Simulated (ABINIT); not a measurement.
The system is ZnO (zincite).

```
Zn O
1.0
     3.24931    0.00000    0.00000
    -1.62465    2.81398    0.00000
     0.00000    0.00000    5.20571
Zn O
2 2
Direct
  0.66667 0.33333 0.00000
  0.33333 0.66667 0.50000
  0.33333 0.66667 0.87901
  0.66667 0.33333 0.37901
```

Base run:

```yaml
Program: ABINIT 10.8.3 (patched build)
Functional: PBE
Potentials_or_basis: JTH PAW PBE v2.0
Cutoff: 762 eV
k_mesh: 9 × 9 × 5
Occupations: fermi-dirac, width 0.05 eV
Spin: no spin polarisation
```

Its results: band gap on the k mesh 0.80 eV, direct; pressure 4.1 GPa; largest force 0.071 eV/Å.

The run is repeated on the same cell with these changes: functional from PBE to r2SCAN. What comes out?

Band gap on the k mesh 1.21 eV, direct; pressure -1.2 GPa; largest force 0.073 eV/Å.

r2SCAN gives the wider gap, since meta-GGAs in the generalised Kohn-Sham scheme recover part of the derivative discontinuity.

Caveats: the PAW data sets were made with another functional, which shifts forces and pressure a little (some runs).

